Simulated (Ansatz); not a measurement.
input.yaml for Li (Ansatz 0.2.0)

```yaml
crystal:
  lattice:
    - [3.0343856762, 0.0, 0.0]
    - [-1.5171928381, 2.6278550805, 0.0]
    - [0.0, 0.0, 10.21620767]
  atoms:
    - { symbol: Li, position: [0.0, 0.0, 0.0] }
    - { symbol: Li, position: [0.3333333333, 0.6666666667, 0.25] }
    - { symbol: Li, position: [0.0, 0.0, 0.5] }
    - { symbol: Li, position: [0.6666666667, 0.3333333333, 0.75] }
basis:
  ecutwfc: 320
kpoints:
  mp_grid: { grid: [6, 6, 2] }
hamiltonian:
  xc: pbe
scf:
  occupations: { method: gaussian, width: 0.1 }
output:
  forces: true
  stress: true
  eigenvalues: true
magnetization:
  spin_polarized: true
```

Command:

```bash
ansatz run input.yaml --threads 1 --pin off --max-ram 1331MiB --backend cpu --events-out ev --progress --plain --runs-dir out
```

Output, shortened (HF is the Harris–Foulkes energy, dr2 the density residual in eV):

```text
Warning: basis.ecutwfc = 320 eV is below the records' recommended 420 eV, and the density's cutoff is lower with it unless basis.ecutrho_ratio is high enough to keep the records' density cutoff: compare with a run at a higher cutoff
Pseudopotential: Li, paw, valence charge 3, recommended cutoff 420 eV (normal)
Crystal: 4 atoms, lattice volume = 81.463 Å³
Basis set: ecut = 320 eV, 1091 PW (Γ), exchange–correlation on 36×36×120 points (8 copies of the dense FFT grid, shifted against one another)
Bands: 10, of which v1, the nominal top of the filled ones, is band 6 counted from 1 (5 counted from 0)
Symmetry: 24 space group operations
Space group: P63/mmc (ITA 194), of the structure as read, at distance tolerance 4.3e-5 Å
k-points: 14 of 72
Initial density: superposition of atomic densities
SCF iter   1: HF=-817.427585 eV  Δρ=1.40e-2 (↑1.40e-2 ↓1.38e-2) dr2=1.12e-2  dr2_m=1.42e-1  M=2.234 μB ∫|m|=2.234 μB
SCF iter   2: HF=-818.347425 eV  Δρ=7.16e-3 (↑7.10e-3 ↓7.16e-3) dr2=1.47e-2  dr2_m=3.52e-2  M=1.120 μB ∫|m|=1.120 μB
SCF iter   3: HF=-818.461922 eV  Δρ=6.27e-3 (↑6.15e-3 ↓6.27e-3) dr2=9.80e-3  dr2_m=2.71e-2  M=0.924 μB ∫|m|=0.924 μB
SCF iter   4: HF=-818.683954 eV  Δρ=2.72e-3 (↑2.64e-3 ↓2.72e-3) dr2=3.03e-3  dr2_m=4.99e-3  M=0.327 μB ∫|m|=0.327 μB
   ...
SCF iter   8: HF=-818.729544 eV  Δρ=2.80e-5 (↑2.80e-5 ↓2.80e-5) dr2=7.93e-6  dr2_m=0.00e0  M=0.000 μB ∫|m|=0.000 μB
SCF iter   9: HF=-818.729543 eV  Δρ=1.17e-5 (↑1.17e-5 ↓1.17e-5) dr2=1.37e-6  dr2_m=0.00e0  M=0.000 μB ∫|m|=0.000 μB
SCF iter  10: F=-818.729543 eV  HF=-818.729543 eV  Δρ=2.36e-6 (↑2.36e-6 ↓2.36e-6) dr2=5.23e-8  dr2_m=0.00e0  M=0.000 μB ∫|m|=0.000 μB
SCF 1 converged in 10 iterations: F = -818.729543 eV  dr2 = 5.23e-8
SCF converged after 10 iterations
Magnetization: 0.0000 μB (6.0000 up, 6.0000 down)
Absolute magnetization: 0.0000 μB (∫|ρ↑−ρ↓|)
Per-site moments (μB) at R_I (Å): [(0.0, 1.2516), (0.0, 1.2516), (0.0, 1.2516), (0.0, 1.2516)]
Free energy (F): -818.729543 eV
E sigma→0 (E₀):  -818.724920 eV
Entropy (-TS):   -0.009246 eV (-2.311 meV/atom)
Fermi energy:    0.926530 eV
--- Forces (eV/Å), atoms counted from 1 ---
  atom   1  Li    -0.00000000    -0.00000000    -0.00000000
  atom   2  Li     0.00000000    -0.00000000     0.00000000
  atom   3  Li    -0.00000000     0.00000000     0.00000000
  atom   4  Li     0.00000000     0.00000000    -0.00000000
--- Stress (GPa, compression-positive) ---
        0.784300      -0.000000       0.000000
       -0.000000       0.784300      -0.000000
        0.000000      -0.000000      -1.733359
  P = ⅓ Tr σ = -0.0549 GPa (-0.549 kbar)
```

The inputs are trials, many of them unsound on purpose. Their numbers show the effect of the settings and aren't properties of the material.